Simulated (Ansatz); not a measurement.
This is a relaxation of cell and atoms with the plane-wave code Ansatz on In2O3 in the corundum structure; the level of theory is r2SCAN. It starts from the PBE minimum.

```yaml
crystal:
  lattice:
    - [2.7878242004, 1.6095510525, 4.9187378593]
    - [-2.7878242004, 1.6095510525, 4.9187378593]
    - [0.0, -3.2191021051, 4.9187378593]
  atoms:
    - { symbol: In, position: [0.8572458099, 0.8572458099, 0.8572458099] }
    - { symbol: In, position: [0.3572458099, 0.3572458099, 0.3572458099] }
    - { symbol: In, position: [0.1427541901, 0.1427541901, 0.1427541901] }
    - { symbol: In, position: [0.6427541901, 0.6427541901, 0.6427541901] }
    - { symbol: O, position: [0.4535243159, 0.0464756841, 0.75] }
    - { symbol: O, position: [0.0464756841, 0.75, 0.4535243159] }
    - { symbol: O, position: [0.5464756841, 0.9535243159, 0.25] }
    - { symbol: O, position: [0.25, 0.5464756841, 0.9535243159] }
    - { symbol: O, position: [0.9535243159, 0.25, 0.5464756841] }
    - { symbol: O, position: [0.75, 0.4535243159, 0.0464756841] }
kpoints:
  mp_grid: { grid: [6, 6, 6] }
hamiltonian:
  xc: r2scan
scf:
  occupations: { method: fermi_dirac, width: 0.02 }
relax:
  f_tol: 0.005
  cell: {}
output:
  write_density: true
  write_potential: true
  elf: true
  volumetric_format: npy
```

The output follows, shortened, with numbered blanks.
```
Pseudopotential: In, paw, valence charge 13, recommended cutoff 500 eV (meta_gga)
Pseudopotential: O, paw, valence charge 6, recommended cutoff 500 eV (meta_gga)
Functional definition: r2SCAN
  parameter k0 = 0.174
  parameter k1 = 0.065
  parameter a1 = 4.9479
  exchange = r2scan_x(k0 = k0, k1 = k1, a1 = a1)
  correlation = r2scan_c
Crystal: 10 atoms, lattice volume = 132.427 Å³
Basis set: ecut = 500 eV, 3335 PW (Γ)
Bands: 54, of which v1, the nominal top of the filled ones, is band 44 counted from 1 (43 counted from 0)
Symmetry: 12 space group operations
Space group: R-3c (ITA 167)
k-points: 32 of 216
relax step 1: F+E_penalty+E_count = -25861.36925511 eV  max|allowed force component| = 1.058e-1 eV/Å  Δτ_max = 0.0000 Å  P = -6.279 GPa  Ω = 132.427 Å³
--- Relaxed structure (5 steps of the walk, 5 accepted, 1 SCFs on fresh bases) ---
[1]
```

**Question.** Fill in the blanks. They hold the relaxed structure.

**Answer.**
```
[1]
  F+E_penalty+E_count = -25861.46932470 eV   max|allowed force component| = 9.553e-4 eV/Å
  cell:  # Å, volume = 127.5241 Å³
    - [2.753821, 1.589919, 4.854340]
    - [-2.753821, 1.589919, 4.854340]
    - [0.000000, -3.179838, 4.854340]
  atoms:
    - { symbol: In, position: [0.857040, 0.857040, 0.857040] }
    - { symbol: In, position: [0.357040, 0.357040, 0.357040] }
    - { symbol: In, position: [0.142960, 0.142960, 0.142960] }
    - { symbol: In, position: [0.642960, 0.642960, 0.642960] }
    - { symbol: O, position: [0.453386, 0.046614, 0.750000] }
    - { symbol: O, position: [0.046614, 0.750000, 0.453386] }
    - { symbol: O, position: [0.546614, 0.953386, 0.250000] }
    - { symbol: O, position: [0.250000, 0.546614, 0.953386] }
    - { symbol: O, position: [0.953386, 0.250000, 0.546614] }
    - { symbol: O, position: [0.750000, 0.453386, 0.046614] }
```
Only the leading digits can be foreseen; the rest is this run's record.

In 5 steps the volume changed by -3.7 %; between the first SCF and the last, each on a basis chosen for its cell, the energy fell by 10.0 meV an atom. At the end: space group R-3c (No. 167), trigonal; a = 5.508 Å, c = 14.563 Å in the conventional setting, 12.75 Å³ an atom. Around In lie 6 O at 2.13–2.26 Å; around O lie 4 In at 2.13–2.26 Å.

Command: `ansatz run input.yaml --threads 4 --pin off --max-ram 7372MiB --backend cpu --events-out ev --progress --plain --runs-dir out`. Wall time 43 s on 4 threads of Arm Neoverse V2, with other jobs on the host, load about 0.7 per core; peak host memory 1.1 GiB.

The values are computed, spin-unpolarised, and not measurements.
